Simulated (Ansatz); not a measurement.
Input of an Ansatz 0.2.0 run:

The input input.yaml:

```yaml
crystal:
  lattice:
    - [3.724, 0.0, 0.0]
    - [-1.862, 3.2250786037, 0.0]
    - [0.0, 0.0, 5.062]
  atoms:
    - { symbol: Pt, position: [0.0, 0.0, 0.0] }
    - { symbol: Se, position: [0.6666666667, 0.3333333333, 0.75] }
    - { symbol: Se, position: [0.3333333333, 0.6666666667, 0.25] }
hamiltonian:
  xc: rpbe
  pseudopotentials: { kind: paw }
kpoints:
  mp_grid: { grid: [8, 8, 5] }
scf:
  occupations: { method: fermi_dirac, width: 0.05 }
output:
  forces: true
  stress: true
  write_density: true
  write_potential: true
  elf: true
  volumetric_format: npy
relax:
  f_tol: 0.01
  max_steps: 40
  cell: { stress_tol: 0.05 }
```

Potentials or basis: Ansatz PAW.

The run is started by

```console
$ ansatz run input.yaml --threads 2 --pin off --max-ram 5632MiB --backend cpu --events-out ev --progress --plain --runs-dir out
```

What does it give for the space group after relaxing (to 0.05 Å)?

P-3m1 (No. 164).

Estimate the relaxed volume.

32.83 Å³/atom.

What does it give for the relaxed cell?

a = 3.778 Å, b = 3.778 Å, c = 7.967 Å, α = 90.00°, β = 90.00°, γ = 120.00°.

What does it give for the band gap on the k mesh?

1.28 eV, indirect (least direct gap 1.45 eV).

The path:
```tsv
step	energy change (eV)	largest force (eV/Å)	volume (Å³)
1	0.0000	0.6413	60.80
2	-0.1524	0.2587	69.00
3	-0.2018	0.0198	70.36
4	-0.2344	0.0457	72.11
5	-0.2438	0.0931	74.58
6	-0.2454	0.0059	74.59
7	-0.2454	0.0036	74.67
8	-0.2684	0.0017	74.67
9	-0.2918	0.0439	77.60
10	-0.3084	0.0345	80.49
11	-0.3177	0.0263	83.42
12	-0.3188	0.0026	84.91
13	-0.3262	0.0047	84.91
14	-0.3307	0.0016	86.85
15	-0.3348	0.0203	89.94
16	-0.3362	0.0272	92.67
17	-0.3362	0.0010	93.28
18	-0.3382	0.0017	93.28
19	-0.3386	0.0050	94.60
20	-0.3388	0.0092	96.90
21	-0.3387	0.0051	98.30
22	-0.3387	0.0009	98.49
23	-0.3393	0.0010	98.49
```

Caveat: the volume moved by over 15 % at a fixed basis, so the end points are rough; odd divisions of the mesh miss points on the zone boundary, where band edges often lie, so the gap on the mesh can be too wide; the plane-wave basis is chosen anew once the cell has moved, so the energies of steps on either side of that aren't comparable; spin-orbit coupling is left out, which moves the levels of the heavy elements; this functional lacks dispersion, which binds the layers, so the pressure and a relaxed spacing across them are unreliable, and here the layers came unbound; the volume moved by +62 % from the deposited cell, more than functionals usually miss; the PAW data sets come from PBE, with cores solved anew for the run's functional, which leaves a small shift of forces and pressure. As with any semilocal functional, this RPBE gap is likely too small.
